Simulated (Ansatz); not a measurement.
The system is TaN.

```
Ta N
1.0
     5.19100    0.00000    0.00000
    -2.59550    4.49554    0.00000
     0.00000    0.00000    2.90800
Ta N
3 3
Direct
  0.66667 0.33333 0.50000
  0.33333 0.66667 0.50000
  0.00000 0.00000 0.00000
  0.00000 0.50000 0.00000
  0.50000 0.50000 0.00000
  0.50000 0.00000 0.00000
```

Base run:

| Property | Result |
| --- | --- |
| Program | Ansatz 0.2.0 |
| Functional | revPBE |
| Potentials or basis | Ansatz PAW |
| Cutoff | 420 eV (not typed: the program's choice for these potentials) |
| k mesh | 6 × 6 × 9 |
| Occupations | fermi-dirac, width 0.05 eV |
| Spin | no spin polarisation |

Its results: band gap on the k mesh none (metal or under the smearing width); pressure 12.9 GPa.

Task: The run is repeated on the same cell with these changes: functional from revPBE to RPBE. What comes out?

Result: Band gap on the k mesh none (metal or under the smearing width); pressure 14.1 GPa.

Caveats: spin-orbit coupling is left out, which moves the levels of the heavy elements; the PAW data sets come from PBE, with cores solved anew for the run's functional, which leaves a small shift of forces and pressure.
